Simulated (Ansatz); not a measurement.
Start from NaCl in the rock salt structure (space group Fm-3m, No. 225; a = 5.696 Å).

The values are results of PBE (Ansatz, a first-principles code; PAW; 420 eV plane waves; spin-orbit coupling left out), not measurements.

Modification: full substitution Na → Li, then cell and atoms are relaxed.

Measured band gap: NaCl 8.97 eV (0 K or low temperature; as listed in Wei Chen et al., Physical Review Materials (2018)); LiCl 9.4 eV (0 K or low temperature; as listed in Wei Chen et al., Physical Review Materials (2018)).

Measured lattice parameter a: NaCl 5.569 Å (static lattice; corrected from measurement; as listed in Daniel Mejia-Rodriguez, S. B. Trickey, Phys. Rev. B (2018)); LiCl 5.07 Å (static lattice; corrected from measurement; as listed in Daniel Mejia-Rodriguez, S. B. Trickey, Phys. Rev. B (2018)).

Problem. How well does PBE reproduce the measured shift?

Solution. With PBE the band gap moves by +1.26 eV (5.00 → 6.26) against +0.43 eV measured; the lattice parameter a moves by -0.546 Å (5.696 → 5.150) against -0.499 Å measured.

No phonon test of stability was made.
